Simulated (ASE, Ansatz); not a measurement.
# Forces and charges in generalised stacking fault on (110) of a KCl-RbCl solid solution (80 atoms)

Aim: energy, forces, charges and density of states of generalised stacking fault on (110) of a KCl-RbCl solid solution (80 atoms) at a fixed geometry.

Method: Kohn-Sham DFT, PBE, PAW (set soft_2), plane waves, in Ansatz 0.2.0.

### Step 1. Set-up

The cell holds 80 atoms: 13 Rb, 40 Cl and 27 K. Cell: a = 7.339 Å, b = 10.379 Å, c = 26.056 Å, α = 90.0°, β = 88.7°, γ = 90.0°. It derives from KCl and RbCl. CsCl-type KCl lattice (a = 3.6697 Å, the value set for the mixture), cell with z along [110], 2 x 2 x 5 periods; the third cell vector is tilted by 0.167 of [001] and lengthened by 0.1 Å, so the cell holds one fault; displaced by a Gaussian of 0.01 Å; 13 of 40 K sites given to Rb at random (lattice constant by Vegard's rule between KCl and RbCl).

Before any run, some limits are plain. The host structure and its lattice constant were typed by rule, without a check against the phase diagram.

### Step 2. Plane-wave single point

The electrons are solved once, with the atoms held.

The input, input.yaml:

```yaml
crystal:
  lattice:
    - [7.3394, 0.0, 0.0]
    - [0.0, 10.37948, 0.0]
    - [0.61159, 0.0, 26.0487]
  atoms:
    - { symbol: Rb, position: [0.91618, 0.00092, 0.99566] }
    - { symbol: Cl, position: [0.24111, 0.00062, 0.09925] }
    - { symbol: K, position: [0.41761, 0.99894, 0.99608] }
    - { symbol: Cl, position: [0.74312, 0.9991, 0.09992] }
    - { symbol: K, position: [0.91465, 0.49869, 0.99572] }
    - { symbol: Cl, position: [0.2432, 0.49817, 0.09923] }
    - { symbol: K, position: [0.41445, 0.49943, 0.99551] }
    - { symbol: Cl, position: [0.7447, 0.49891, 0.09929] }
    - { symbol: K, position: [0.99316, 0.25071, 0.09866] }
    - { symbol: Cl, position: [0.23466, 0.24935, 0.19882] }
    - { symbol: Rb, position: [0.49173, 0.24975, 0.0991] }
    - { symbol: Cl, position: [0.73497, 0.24953, 0.19853] }
    - { symbol: K, position: [0.98544, 0.99888, 0.19899] }
    - { symbol: Cl, position: [0.2258, 0.00132, 0.29812] }
    - { symbol: Rb, position: [0.48326, 0.00078, 0.19902] }
    - { symbol: Cl, position: [0.72554, 0.99887, 0.29884] }
    - { symbol: K, position: [0.99039, 0.74814, 0.09963] }
    - { symbol: Cl, position: [0.23239, 0.75033, 0.19914] }
    - { symbol: K, position: [0.49315, 0.75142, 0.09866] }
    - { symbol: Cl, position: [0.73459, 0.74958, 0.1989] }
    - { symbol: K, position: [0.98321, 0.50196, 0.19937] }
    - { symbol: Cl, position: [0.2249, 0.49997, 0.29846] }
    - { symbol: K, position: [0.48339, 0.50155, 0.19845] }
    - { symbol: Cl, position: [0.72593, 0.49973, 0.29901] }
    - { symbol: K, position: [0.97351, 0.24855, 0.29879] }
    - { symbol: Cl, position: [0.21626, 0.25023, 0.39814] }
    - { symbol: K, position: [0.47639, 0.24952, 0.29866] }
    - { symbol: Cl, position: [0.71441, 0.25172, 0.39778] }
    - { symbol: Rb, position: [0.96415, 0.99859, 0.39799] }
    - { symbol: Cl, position: [0.2083, 0.00269, 0.49788] }
    - { symbol: Rb, position: [0.46375, 0.00218, 0.39826] }
    - { symbol: Cl, position: [0.70889, 0.99894, 0.49801] }
    - { symbol: K, position: [0.97502, 0.74991, 0.29759] }
    - { symbol: Cl, position: [0.21506, 0.75149, 0.3978] }
    - { symbol: Rb, position: [0.47515, 0.75012, 0.2985] }
    - { symbol: Cl, position: [0.71714, 0.7496, 0.39834] }
    - { symbol: K, position: [0.96739, 0.50076, 0.39757] }
    - { symbol: Cl, position: [0.20589, 0.49905, 0.49769] }
    - { symbol: K, position: [0.46764, 0.49924, 0.39807] }
    - { symbol: Cl, position: [0.70768, 0.50026, 0.49752] }
    - { symbol: Rb, position: [0.95885, 0.24981, 0.49807] }
    - { symbol: Cl, position: [0.1989, 0.24918, 0.5978] }
    - { symbol: K, position: [0.45923, 0.25017, 0.49754] }
    - { symbol: Cl, position: [0.70129, 0.24835, 0.59776] }
    - { symbol: K, position: [0.951, 0.99892, 0.59714] }
    - { symbol: Cl, position: [0.19359, 0.99979, 0.6969] }
    - { symbol: K, position: [0.45368, 0.99889, 0.59774] }
    - { symbol: Cl, position: [0.6902, 0.00089, 0.6967] }
    - { symbol: K, position: [0.96028, 0.75044, 0.49765] }
    - { symbol: Cl, position: [0.19979, 0.74896, 0.59783] }
    - { symbol: K, position: [0.46118, 0.75048, 0.49779] }
    - { symbol: Cl, position: [0.69958, 0.74877, 0.59786] }
    - { symbol: K, position: [0.94993, 0.49884, 0.59711] }
    - { symbol: Cl, position: [0.19159, 0.4991, 0.69631] }
    - { symbol: Rb, position: [0.45035, 0.49942, 0.59705] }
    - { symbol: Cl, position: [0.6911, 0.50057, 0.69699] }
    - { symbol: Rb, position: [0.94255, 0.25001, 0.69702] }
    - { symbol: Cl, position: [0.18175, 0.24898, 0.79682] }
    - { symbol: K, position: [0.44175, 0.24964, 0.69698] }
    - { symbol: Cl, position: [0.68493, 0.25107, 0.79683] }
    - { symbol: K, position: [0.93478, 0.00029, 0.79629] }
    - { symbol: Cl, position: [0.17458, 0.9996, 0.89657] }
    - { symbol: K, position: [0.43487, 0.00109, 0.79594] }
    - { symbol: Cl, position: [0.6761, 0.00119, 0.896] }
    - { symbol: Rb, position: [0.93999, 0.74889, 0.69675] }
    - { symbol: Cl, position: [0.18048, 0.74988, 0.79577] }
    - { symbol: K, position: [0.44409, 0.74961, 0.69764] }
    - { symbol: Cl, position: [0.68403, 0.74917, 0.79655] }
    - { symbol: Rb, position: [0.93268, 0.50013, 0.79658] }
    - { symbol: Cl, position: [0.17706, 0.50137, 0.89549] }
    - { symbol: Rb, position: [0.43517, 0.50019, 0.79643] }
    - { symbol: Cl, position: [0.67738, 0.49923, 0.89666] }
    - { symbol: K, position: [0.92362, 0.24854, 0.89646] }
    - { symbol: Cl, position: [0.16796, 0.24951, 0.99587] }
    - { symbol: K, position: [0.42637, 0.24925, 0.89615] }
    - { symbol: Cl, position: [0.66617, 0.2492, 0.99604] }
    - { symbol: K, position: [0.92628, 0.74971, 0.89558] }
    - { symbol: Cl, position: [0.16603, 0.74949, 0.99572] }
    - { symbol: Rb, position: [0.42692, 0.75033, 0.89632] }
    - { symbol: Cl, position: [0.66932, 0.75161, 0.99571] }
kpoints:
  mp_grid: { grid: [2, 1, 1] }
hamiltonian:
  xc: pbe
scf:
  occupations: { method: gaussian, width: 0.025 }
output:
  forces: true
  stress: true
  populations: true
  dos:
    method: { smearing: { sigma: 0.15 } }
    de: 0.1
    projected: { site_lists: { Cl: [Cl], K: [K], Rb: [Rb] } }
  eigenvalues: true
  write_density: true
  write_potential: true
  volumetric_format: npy
```

Command:

```bash
> ansatz run input.yaml --threads 8 --pin off --max-ram 15872MiB --backend cpu --events-out ev --progress --plain --runs-dir out
```

Numbers of over 12 decimals in the logs are rounded to 6 here.

Log:

```text
Engine: ansatz 0.2.0, aarch64-unknown-linux-gnu
Pseudopotentials: kind: paw
Pseudopotential: Rb, paw, valence charge 9, recommended cutoff 420 eV (normal), Rb.paw.azcp
Pseudopotential: Cl, paw, valence charge 7, recommended cutoff 420 eV (normal), Cl.paw.azcp
Pseudopotential: K, paw, valence charge 9, recommended cutoff 420 eV (normal), K.paw.azcp
[... 5 lines on functional and potentials left out ...]
Crystal: 80 atoms, lattice volume = 1984.368 Å³
Basis set: ecut = 420 eV, 38839 PW (Γ), exchange–correlation on 100×144×360 points (8 copies of the dense FFT grid, shifted against one another)
Bands: 400, of which v1, the nominal top of the filled ones, is band 320 counted from 1 (319 counted from 0)
Symmetry: 1 space group operations
Space group: P1 (ITA 1), of the structure as read, at distance tolerance 1.3e-4 Å
k-points: 2
[... 7 lines on functional and potentials left out ...]
Initial density: superposition of atomic densities (neutral atoms: chi_scale 0, normalization atom), corrected by the library's trained network
Initial wavefunctions: pseudopotential atomic-orbital guess
Functional: x = pbe(κ = 0.804, μ = 0.219515), c = pbe(β = 0.066725)
SCF iter   1: F=—  HF=-127321.469389 eV  |F-HF|=—  |Δ(HF+E_count)|=         —  Δρ=4.21e-4  dr2=5.19e-3  ethr=1.77e-3  ⟨swp⟩=12.5  Hψ=4672  notcnv=0  defer=30
preconditioner: auto → Resta (q_TF=auto, 2.259 Å⁻¹)  ε∞=2.9  [insulator: Δε(μ)=5.564 eV  Ē_g=14.330 eV  σ=0.025 eV  W_gap=1.00  n_scr=398 (ndim 8)  ℏωp=19.7 eV  f_vac=0.000  D(μ)=0.00/eV (n_scr^D=0)  ε∞_Penn≈2.9]
SCF iter   2: F=—  HF=-127321.448686 eV  |F-HF|=—  |Δ(HF+E_count)|=   2.07e-2  Δρ=1.93e-4  dr2=1.13e-3  ethr=8.11e-7  ⟨swp⟩=3.0  Hψ=1850  notcnv=0  defer=76
SCF iter   3: F=—  HF=-127321.448411 eV  |F-HF|=—  |Δ(HF+E_count)|=   2.75e-4  Δρ=7.45e-5  dr2=1.09e-4  ethr=1.77e-7  ⟨swp⟩=2.0  Hψ=1290  notcnv=0  defer=76
SCF iter   4: F=—  HF=-127321.448422 eV  |F-HF|=—  |Δ(HF+E_count)|=   1.17e-5  Δρ=2.74e-5  dr2=1.83e-5  ethr=1.71e-8  ⟨swp⟩=2.5  Hψ=1271  notcnv=0  defer=76
SCF iter   5: F=—  HF=-127321.447159 eV  |F-HF|=—  |Δ(HF+E_count)|=   1.26e-3  Δρ=4.58e-6  dr2=3.91e-7  ethr=2.86e-9  ⟨swp⟩=2.0  Hψ=1236  notcnv=0  defer=76
SCF iter   6: F=-127321.447159 eV  HF=-127321.447159 eV  |F-HF|=5.09e-10  |Δ(HF+E_count)|=   2.75e-7  Δρ=9.97e-7  dr2=2.19e-8  ethr=1.56e-11  ⟨swp⟩=17.5  Hψ=6742  notcnv=0
SCF 1 converged in 6 iterations: F = -127321.447159 eV  dr2 = 2.19e-8
  greatest PAW one-centre occupation: 0.988 electrons in one spin orbital (limit 2), on the K atom at site 8 (counted from 0), in its partial waves of l = 0
SCF converged after 6 iterations
Free energy (F): -127321.447159 eV
Harris-Foulkes:  -127321.447159 eV  (|F-HF|=5.09e-10)
Internal energy: -127321.447159 eV  (E = F + TS)
E sigma→0 (E₀):  -127321.447159 eV
Fermi energy:    6.454317 eV
--- Per-component energies (eV) ---
  E_band       = -3491.234321
  E_kinetic    = 15936.208015
  E_local      = -27129.924771  (includes V_loc(G=0)·N_el)
  E_nonlocal   = 3738.771085
  E_hartree    = 8158.901374
  E_xc         = -9708.773821
  E_vxc        = -11215.225262  (∫ρ·V_xc dr)
  E_paw        = -81520.096340  (= ΣΔE_a)
  E_vpaw       = -1138.870128  (= ΣTr[D̂ρ^β])
  E_aug_tail   = 0.003470  (compensation charges beyond the density's cutoff)
  E_ewald      = -36796.536172
  E_smearing   = -0.000000  (= −TS)
  E_closure    = 0.000000  (closes the sum)
  Σ components = -127321.447159   (vs F -127321.447159, Δ=0.00e0)
--- Forces (eV/Å), atoms counted from 1 ---
  atom   1  Rb     0.22644052    -0.03015766    -0.11597008
  atom   2  Cl    -0.24729442    -0.17413829    -0.04684098
  atom   3  K      0.06253824     0.01384175    -0.11683402
  atom   4  Cl    -0.06117444    -0.10862893     0.18405188
  atom   5  K      0.13238806     0.02638569    -0.13490202
  atom   6  Cl    -0.18577757     0.20769834     0.08226429
  atom   7  K      0.10840555     0.01823736    -0.11056808
  atom   8  Cl    -0.05714260     0.15071059     0.07228084
  atom   9  K     -0.10581548    -0.01608732     0.18311939
  atom  10  Cl    -0.21280429     0.17165719     0.14246141
  atom  11  Rb    -0.18108419    -0.00113577     0.19703300
  atom  12  Cl     0.16759775     0.14982889     0.14622619
  atom  13  K     -0.02742119     0.04658387    -0.01646633
  atom  14  Cl    -0.20018927     0.09131355    -0.08352761
[...]
atom  79  Rb    -0.02748470     0.02178981    -0.01346920
  atom  80  Cl     0.05576750    -0.17357699     0.05715025
  max |Σ_I F_I| component: 4.07e-5 eV/Å
--- Stress (GPa, compression-positive) ---
        5.057553       0.008065      -0.242274
        0.008065       4.817510      -0.000914
       -0.242274      -0.000914       5.104945
  P = ⅓ Tr σ = 4.9933 GPa (49.933 kbar)
--- Band table (eV) ---
  k-point 0: bands = ["-24.1725", "-24.1692", "-24.1641", "-24.1625", [... 384 levels ...], "12.0633", "12.0720", "12.1049", "12.1286", "12.1793", "12.1975", "12.2568", "12.2676", "12.2728", "12.2814", "12.2983", "12.3147"]
  k-point 1: bands = ["-24.1696", "-24.1685", "-24.1621", "-24.1588", [... 384 levels ...], "12.0976", "12.1502", "12.1557", "12.1882", "12.2142", "12.2200", "12.2648", "12.2686", "12.2841", "12.2885", "12.3002", "12.3218"]
--- Löwdin populations: 80 sites ---
  site symbol       q [e]
     0     Rb      8.1960
     1     Cl      7.6990
     2      K      8.2517
[...]
79     Cl      7.6989
  spilling = 0.004346 (of n_electrons = 640.000000)
```

The job ended after 40 s (8 threads of Arm Neoverse V2, shared host; peak memory 6.8 GiB).

The column dr2 measures how far the density is from self-consistency, as an energy; F and HF (Harris–Foulkes) agree once it is small.

The run gave:

```
free energy                                      : -127321.4472 eV
free energy per atom                             : -1591.5181 eV/atom
SCF cycles                                       : 6
pressure                                         : 4.993 GPa
r.m.s. force component                           : 0.1093 eV/Å
longest force                                    : 0.4373 eV/Å
Fermi energy                                     : 6.454 eV
gap (highest filled to lowest empty level) : 5.574 eV
spilling of the projection                       : 0.004346
```

Neighbours are counted within 3.48 Å (Cl-K), 3.48 Å (Cl-Rb).

Length of the force by element and coordination:

| element | coordination | atoms | mean length of the force (eV/Å) | spread | least | most |
| --- | --- | --- | --- | --- | --- | --- |
| Cl | all | 40 | 0.239 | 0.0708 | 0.123 | 0.437 |
| Cl | 7 | 8 | 0.261 | 0.0805 | 0.177 | 0.437 |
| Cl | 8 | 32 | 0.233 | 0.067 | 0.123 | 0.356 |
| K | all | 27 | 0.071 | 0.0547 | 0.0072 | 0.212 |
| K | 7 | 6 | 0.161 | 0.0413 | 0.0874 | 0.212 |
| K | 8 | 21 | 0.0455 | 0.0204 | 0.0072 | 0.0883 |
| Rb | all | 13 | 0.0835 | 0.0778 | 0.0238 | 0.268 |
| Rb | 7 | 2 | 0.262 | 0.0057 | 0.256 | 0.268 |
| Rb | 8 | 11 | 0.051 | 0.0176 | 0.0238 | 0.0767 |

Löwdin charges by element and coordination (they lack the spilled electrons, 0.035 e an atom on average):

| element | coordination | atoms | mean charge (e) | spread | least | most |
| --- | --- | --- | --- | --- | --- | --- |
| Cl | all | 40 | -0.699 | 6.0e-4 | -0.701 | -0.698 |
| Cl | 7 | 8 | -0.699 | 6.0e-4 | -0.700 | -0.699 |
| Cl | 8 | 32 | -0.699 | 6.0e-4 | -0.701 | -0.698 |
| K | all | 27 | 0.755 | 0.0062 | 0.742 | 0.765 |
| K | 7 | 6 | 0.758 | 0.0057 | 0.748 | 0.765 |
| K | 8 | 21 | 0.754 | 0.0062 | 0.742 | 0.763 |
| Rb | all | 13 | 0.797 | 0.0052 | 0.787 | 0.804 |
| Rb | 7 | 2 | 0.802 | 0.002 | 0.8 | 0.804 |
| Rb | 8 | 11 | 0.796 | 0.0051 | 0.787 | 0.804 |

States in the cell by windows of 1 eV, zero at the Fermi level; the larger projections on atomic orbitals stand beside the total:

| from (eV) | to (eV) | total | Cl p | K s | Rb p | K p |
| --- | --- | --- | --- | --- | --- | --- |
| -14 | -13 | 72.7 | 0.3 | 0.0 | 0.1 | 67.8 |
| -13 | -12 | 0.0 | 0.0 | 0.0 | 0.0 | 0.0 |
| -12 | -11 | 51.4 | 1.2 | 0.1 | 49.1 | 0.2 |
| -11 | -10 | 26.6 | 0.4 | 0.0 | 25.7 | 0.1 |
| -10 | -6 | 0.0 | 0.0 | 0.0 | 0.0 | 0.0 |
| -6 | -5 | 0.2 | 0.2 | 0.0 | 0.0 | 0.0 |
| -5 | -4 | 72.9 | 67.5 | 2.3 | 0.6 | 0.5 |
| -4 | -3 | 137.1 | 131.9 | 1.0 | 1.1 | 0.6 |
| -3 | -2 | 29.8 | 29.5 | 0.0 | 0.1 | 0.0 |
| -2 | 2 | 0.0 | 0.0 | 0.0 | 0.0 | 0.0 |
| 2 | 3 | 1.0 | 0.0 | 0.5 | 0.0 | 0.0 |
| 3 | 4 | 14.9 | 0.2 | 3.9 | 0.0 | 0.0 |
| 4 | 5 | 59.0 | 1.4 | 12.0 | 0.1 | 0.1 |

Between -26 and -14 eV lie 169 more states.

The stored curve holds about 560 of the 640 electrons; the rest, give or take the few that broadening carries across the Fermi level, lie in deeper levels below its range.

The levels nearest the highest filled one (over half full), pooled over k-points and spins:

| level less the highest filled one (eV) | occupation |
| --- | --- |
| -0.0913 | 2 |
| -0.0576 | 2 |
| -0.0551 | 2 |
| -0.054 | 2 |
| -0.0362 | 2 |
| 0 | 2 |
| 5.57 | 0 |
| 6.05 | 0 |
| 6.14 | 0 |
| 6.23 | 0 |
| 6.25 | 0 |
| 6.29 | 0 |

Electrostatic potential energy in the ca plane at fractional y = 0.000, with atoms of Rb and Cl and K within 0.2 Å of it. With pseudopotentials it is smooth inside the atoms' cores, unlike the true potential.

Ten even steps from '0' (-51 eV) to '9' (10 eV), each cell a mean:
```
00038999999985211489999999962114899999999610
00058999999996212589999999962114899999999600
53579999999998545799999999985336899999999720
88899997578999888999987899998778999988999864
99999972126999999999842379999999999644799988
99999951015999999999620149999999997301489999
99999972126999999999620149999999997200389999
88899996568999989999853479999999998522699999
43479999999998766899998899998778999877899988
00058999999997323689999999975346899999999865
00038999999985211489999999962114899999999741
00058999999996312589999999962114899999999731
53579999999998645799999999975336899999999842
88899997679999888999987899998778999989999976
99999972126999999999842379999999999644799998
99999951015999999999620149999999998301489999
99999972126999999999720149999999997200389999
88899986568999989999853479999999998522599999
43579999999998767899998899998778999877899988
00058999999997323689999999985346899999999862
```
Columns run along c (16.0 Å, from fractional 0.39 to 1.00 of the cell; values clipped at the 3rd and 97th percentile), rows up along a (7.3 Å). Atoms in or near the plane, at fractional coordinates: Rb at (0.00, 0.92), K at (0.00, 0.42), Rb at (0.40, 0.96), Cl at (0.50, 0.21), Rb at (0.40, 0.46), Cl at (0.50, 0.71), K at (0.60, 0.95), Cl at (0.70, 0.19), K at (0.60, 0.45), Cl at (0.70, 0.69), K at (0.80, 0.93), Cl at (0.90, 0.17), K at (0.80, 0.43), Cl at (0.90, 0.68).

Valence density in the ca plane at fractional y = 0.000, with atoms of Rb and Cl and K within 0.2 Å of it. It is the smooth field of the valence electrons, not physical close to the nuclei.

Ten even steps from '0' (0.0 e/Å³) to '9' (4.2 e/Å³), each cell a mean:
```
44100000000037984000000000243342000000001499
34200000000014652000000000144431000000000389
43100012100001110000011000013310000000000134
31000233310000000001233100000000001221000001
00000331320000000002323310000000013333100000
00000231320000000002312310000000013103200000
00000133310000000001333210000000013333100000
00000011100001110000122100001000001232000000
00000000000013442000000000023320000000000123
41000000000034343100000000144431000000000368
85100000000034343100000000243342000000001499
96100000000013442000000000144431000000000379
84100011100001210000011000013320000000000134
21000233310000000001233100000000001221000000
00001331320000000002323310000000013333100000
00000231320000000002312310000000013213200000
00000133310000000001333210000000013333100000
00000011100001110000122100001000001232000000
10000000000014641000000000023320000010000022
32000000000037983000000000144431000000000367
```
Columns run along c (16.0 Å, from fractional 0.00 to 0.61 of the cell), rows up along a (7.3 Å). Atoms in or near the plane, at fractional coordinates: Cl at (0.10, 0.24), Cl at (0.10, 0.74), K at (0.20, 0.99), Cl at (0.30, 0.23), Rb at (0.20, 0.48), Cl at (0.30, 0.73), Rb at (0.40, 0.96), Cl at (0.50, 0.21), Rb at (0.40, 0.46), Cl at (0.50, 0.71), K at (0.60, 0.95), K at (0.60, 0.45).

Forces differ by site in this geometry: K atoms with 7 neighbours bear 0.16 eV/Å on average, against 0.045 eV/Å for those with 8. Mean Löwdin charges: Cl -0.70, K +0.76, Rb +0.80 e (they miss 0.43 % of the electrons, so they add up to more than the cell's charge).

(Continued in part 2 of 2.)

[Logs are printed without paths, hosts, clocks, repeated set-up lines and the standing remarks that a program may print on its own settings, such as how far it seeks lower states.]

[Hosts, paths, dates, database ids (printed as entryN), source tags and the programs' standing remarks are cut or masked in the printed files.]
